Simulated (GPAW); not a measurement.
# ZnS (Wurtzite-2H) (P6_3mc) in GPAW: notebook, part 2 of 2

GPAW 26.7.0.

## 4. Relaxation of cell and atoms, BLYP+D3(BJ)

File run.py:

```python
from ase.calculators.mixing import SumCalculator
from ase.filters import FrechetCellFilter
from ase.io import read, write
from ase.optimize import BFGS
from dftd3.ase import DFTD3
from gpaw import GPAW, PW, setup_paths

setup_paths.insert(0, '.')

atoms = read('POSCAR')

calc = GPAW(mode=PW(600),
            xc='BLYP',
            kpts={'size': (6, 6, 3), 'gamma': True},
            occupations={'name': 'fermi-dirac', 'width': 0.05},
            nbands=31,
            convergence={'density': 1e-05, 'energy': 1e-05},
            eigensolver='davidson',
            maxiter=150,
            txt='gpaw.txt')
atoms.calc = SumCalculator([calc, DFTD3(method='blyp', damping='d3bj')])
opt = BFGS(FrechetCellFilter(atoms), trajectory='relax.traj', logfile='-')
done = opt.run(fmax=0.05, steps=100)
calc.write('gs.gpw')
write('result.traj', atoms)
print('Converged:', done)
print('Cell:', atoms.cell.cellpar().round(4))
print('Volume:', round(atoms.get_volume(), 4))
print(atoms.get_scaled_positions().round(5))
```

File POSCAR:

```
ZnS
1.0
    3.8110000000      0.0000000000      0.0000000000
   -1.9055000000      3.3004228138      0.0000000000
    0.0000000000      0.0000000000      6.2340000000
Zn S
2 2
Direct
    0.6666666667      0.3333333333      0.5000000000
    0.3333333333      0.6666666667      0.0000000000
    0.6666666667      0.3333333333      0.8850000000
    0.3333333333      0.6666666667      0.3850000000
```

Run with:

```bash
$ gpaw-setup -f BLYP S Zn
$ OMP_NUM_THREADS=1 python run.py
```

Run time: 89 s. Hardware: 1 thread of Intel Xeon Platinum 8488C (Sapphire Rapids), shared host; peak memory 0.27 GiB.

Results (log left out):

- Free energy: -14.2670 eV
- Relaxed volume: 19.33 Å³/atom
- Relaxed cell: a = 3.788 Å, b = 3.788 Å, c = 6.221 Å, α = 90.00°, β = 90.00°, γ = 120.00°
- Space group after relaxing (to 0.05 Å): P6_3mc (No. 186)
- Energy gained by relaxing: 6.5 meV/atom
- Ionic steps: 6
- Pressure after relaxing: 0.2 GPa
- Largest force after relaxing: 0.013 eV/Å
- Band gap on the k mesh: 2.25 eV, direct
- Dispersion energy per atom: -0.682 eV

Forces in eV/Å, atoms in the order of the input:
```
Zn   0.000  0.000  0.013
Zn   0.000  0.000  0.013
S    0.000  0.000 -0.013
S    0.000  0.000 -0.013
```

Stress tensor (GPa, compression positive):
```
0.13 0.00 0.00
0.00 0.13 0.00
0.00 0.00 0.41
```

Step by step:
```
step  energy change (eV)  largest force (eV/Å)  pressure (GPa)  volume (Å³)
   1              0.0000                0.3370           -0.66        78.41
   2             -0.0067                0.2917           -0.64        78.34
   3             -0.0231                0.0630           -0.30        77.86
   4             -0.0241                0.0152           -0.36        77.91
   5             -0.0244                0.0143           -0.31        77.87
   6             -0.0261                0.0129            0.22        77.30
```

Final structure:
```cif
data_structure
_symmetry_space_group_name_H-M 'P 1'
_symmetry_Int_Tables_number 1
_cell_length_a 3.7880
_cell_length_b 3.7880
_cell_length_c 6.2207
_cell_angle_alpha 90.000
_cell_angle_beta 90.000
_cell_angle_gamma 120.000
_cell_volume 77.30
loop_
_atom_site_label
_atom_site_type_symbol
_atom_site_fract_x
_atom_site_fract_y
_atom_site_fract_z
_atom_site_occupancy
Zn1 Zn 0.66667 0.33333 0.50557 1
Zn2 Zn 0.33333 0.66667 0.00557 1
S1 S 0.66667 0.33333 0.87944 1
S2 S 0.33333 0.66667 0.37943 1
```

Levels at points of the mesh, in eV from the valence-band top:
| k point | band 15 | band 16 | band 17 | band 18 | band 19 | band 20 | band 21 | band 22 |
| --- | --- | --- | --- | --- | --- | --- | --- | --- |
| (0.00, 0.00, 0.00) | -0.91 | -0.09 | 0.00 | 0.00 | 2.25 | 3.14 | 6.31 | 6.31 |
| (0.50, 0.50, 0.00) | -3.31 | -2.27 | -1.70 | -0.90 | 3.72 | 4.27 | 5.20 | 6.93 |

Caveat: later steps reuse the first step's grids.

## 5. Relaxation of cell and atoms, rSCAN+D3(BJ)

File run.py:

```python
from ase.calculators.mixing import SumCalculator
from ase.filters import FrechetCellFilter
from ase.io import read, write
from ase.optimize import FIRE
from dftd3.ase import DFTD3
from gpaw import GPAW, PW

atoms = read('ZnS.xyz')

calc = GPAW(mode=PW(600),
            xc='MGGA_X_RSCAN+MGGA_C_RSCAN',
            kpts={'size': (6, 6, 3), 'gamma': True},
            occupations={'name': 'fermi-dirac', 'width': 0.05},
            nbands=31,
            convergence={'density': 1e-05, 'energy': 1e-05},
            maxiter=150,
            txt='gpaw.txt')
atoms.calc = SumCalculator([calc, DFTD3(method='rscan', damping='d3bj')])
opt = FIRE(FrechetCellFilter(atoms), trajectory='relax.traj', logfile='-')
done = opt.run(fmax=0.02, steps=40)
calc.write('gs.gpw')
write('result.traj', atoms)
print('Converged:', done)
print('Cell:', atoms.cell.cellpar().round(4))
print('Volume:', round(atoms.get_volume(), 4))
print(atoms.get_scaled_positions().round(5))
```

File ZnS.xyz:

```xyz
4
Lattice="3.8110000000 0.0000000000 0.0000000000 -1.9055000000 3.3004228138 0.0000000000 0.0000000000 0.0000000000 6.2340000000" Properties=species:S:1:pos:R:3 pbc="T T T"
Zn     1.9055000002      1.1001409378      3.1170000000
Zn    -0.0000000002      2.2002818760      0.0000000000
S      1.9055000002      1.1001409378      5.5170900000
S     -0.0000000002      2.2002818760      2.4000900000
```

Potentials or basis: GPAW PAW data sets (gpaw-data 1.2.1), pw.

Run with:

```bash
$ OMP_NUM_THREADS=1 python run.py
```

Wall time 20 min (1 thread of AMD EPYC 9R45 (Zen 5), shared host); peak memory 1.6 GiB.

Results (log left out):

- Free energy: -56.8273 eV
- Relaxed volume: 19.12 Å³/atom
- Relaxed cell: a = 3.779 Å, b = 3.779 Å, c = 6.184 Å, α = 90.00°, β = 90.00°, γ = 120.00°
- Space group after relaxing (to 0.05 Å): P6_3mc (No. 186)
- Energy gained by relaxing: 8.4 meV/atom
- Ionic steps: 25
- Pressure after relaxing: 0.0 GPa
- Largest force after relaxing: 0.017 eV/Å
- Band gap on the k mesh: 2.89 eV, direct
- Dispersion energy per atom: -0.181 eV

Forces on the atoms (eV/Å):
```
Zn   0.000  0.000  0.017
Zn   0.000  0.000  0.017
S    0.000  0.000 -0.017
S    0.000  0.000 -0.017
```

Stress tensor (GPa, compression positive):
```
-0.12  0.00  0.00
 0.00 -0.12  0.00
 0.00  0.00  0.15
```

Step by step:
| step | energy change (eV) | largest force (eV/Å) | pressure (GPa) | volume (Å³) |
| --- | --- | --- | --- | --- |
| 1 | 0.0000 | 0.3193 | -1.85 | 78.41 |
| 2 | -0.0057 | 0.2915 | -1.75 | 78.28 |
| 3 | -0.0151 | 0.2330 | -1.55 | 78.02 |
| 4 | -0.0249 | 0.1437 | -1.23 | 77.65 |
| 5 | -0.0308 | 0.0252 | -0.79 | 77.19 |
| 6 | -0.0307 | 0.1019 | -0.20 | 76.64 |
| 7 | -0.0308 | 0.0973 | -0.20 | 76.64 |
| 8 | -0.0312 | 0.0886 | -0.19 | 76.63 |
| 9 | -0.0316 | 0.0761 | -0.19 | 76.62 |
| 10 | -0.0321 | 0.0603 | -0.17 | 76.61 |
| 11 | -0.0325 | 0.0421 | -0.16 | 76.59 |
| 12 | -0.0328 | 0.0222 | -0.14 | 76.57 |
| 13 | -0.0331 | 0.0021 | -0.11 | 76.55 |
| 14 | -0.0332 | 0.0198 | -0.08 | 76.52 |
| 15 | -0.0332 | 0.0391 | -0.04 | 76.48 |
| 16 | -0.0332 | 0.0385 | -0.04 | 76.48 |
| 17 | -0.0332 | 0.0376 | -0.04 | 76.48 |
| 18 | -0.0332 | 0.0365 | -0.04 | 76.48 |
| 19 | -0.0333 | 0.0348 | -0.04 | 76.48 |
| 20 | -0.0333 | 0.0328 | -0.04 | 76.48 |
| 21 | -0.0333 | 0.0307 | -0.04 | 76.48 |
| 22 | -0.0333 | 0.0280 | -0.03 | 76.48 |
| 23 | -0.0334 | 0.0249 | -0.03 | 76.48 |
| 24 | -0.0334 | 0.0211 | -0.03 | 76.47 |
| 25 | -0.0334 | 0.0167 | -0.03 | 76.47 |

Final structure:
```
Zn S
1.0
     3.77885    0.00000    0.00000
    -1.88943    3.27258    0.00000
     0.00000    0.00000    6.18352
Zn S
2 2
Direct
  0.66667 0.33333 0.50498
  0.33333 0.66667 0.00498
  0.66667 0.33333 0.88001
  0.33333 0.66667 0.38001
```

Levels at points of the mesh, in eV from the valence-band top:
```csv
k point,band 14,band 15,band 16,band 17,band 18,band 19,band 20,band 21,band 22,band 23
"(0.00, 0.00, 0.00)",-0.96,-0.96,-0.07,0.00,0.00,2.89,3.62,6.73,6.73,7.04
"(0.50, 0.50, 0.00)",-4.28,-3.46,-2.41,-1.78,-0.95,3.99,4.83,5.43,7.33,8.09
```

Caveat: later steps reuse the first step's grids; the PAW data sets were made with another functional, which shifts forces and pressure a little.

## 6. Overview

| level | potentials or basis | cell | eigensolver | optimizer | fmax | max steps | target pressure | gap on the mesh (eV) | pressure (GPa) | relaxed volume (Å³/atom) | largest force (eV/Å) |
| --- | --- | --- | --- | --- | --- | --- | --- | --- | --- | --- | --- |
| BLYP+D4 | PAW data sets generated in the run's folder for this functional, pw | relaxed to 10 GPa | davidson | BFGS | 0.05 eV/Å | 40 | 10 GPa | 2.68 | 9.9 | - | 0.03 |
| BLYP | PAW data sets generated in the run's folder for this functional, pw | relaxed | davidson | BFGS | 0.02 eV/Å | 40 | - | 1.84 | 0.0 | 21.15 | 0.01 |
| BLYP+D3(BJ) | PAW data sets generated in the run's folder for this functional, pw | relaxed | davidson | BFGS | 0.05 eV/Å | 100 | - | 2.25 | 0.2 | 19.33 | 0.01 |
| rSCAN+D3(BJ) | GPAW PAW data sets (gpaw-data 1.2.1), pw | relaxed | - | FIRE | 0.02 eV/Å | 40 | - | 2.89 | 0.0 | 19.12 | 0.02 |

Alike in all rows: task relaxation of cell and atoms; no spin polarisation; k mesh 6 × 6 × 3; cutoff (eV) 600; smearing fermi-dirac 0.05 eV.

Caveats: later steps reuse the first step's grids; the PAW data sets were made with another functional, which shifts forces and pressure a little (some runs).

Total energies depend on the potentials used, so only differences within one code and one set of settings carry meaning.
